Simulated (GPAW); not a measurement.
The system is ZnO (zincite).

```
Zn O
1.0
     3.24931    0.00000    0.00000
    -1.62465    2.81398    0.00000
     0.00000    0.00000    5.20571
Zn O
2 2
Direct
  0.66667 0.33333 0.00000
  0.33333 0.66667 0.50000
  0.33333 0.66667 0.87901
  0.66667 0.33333 0.37901
```

Base run:

- Program: GPAW 26.7.0
- Functional: TB-mBJ
- Potentials or basis: GPAW PAW data sets for LDA (gpaw-data 1.2.1)
- Cutoff: 800 eV
- Basis: pw
- k mesh: 6 × 6 × 3
- Occupations: fermi-dirac, width 0.05 eV
- Spin: no spin polarisation

Its results: band gap on the k mesh 2.54 eV, direct.

The run is repeated on the same cell with these changes: functional from TB-mBJ to TPSS; potentials or basis from GPAW PAW data sets for LDA (gpaw-data 1.2.1) to GPAW PAW data sets (gpaw-data 1.2.1). What comes out?

Band gap on the k mesh 0.70 eV, direct.

Caveats: a model potential gives levels but no total energy (some runs).
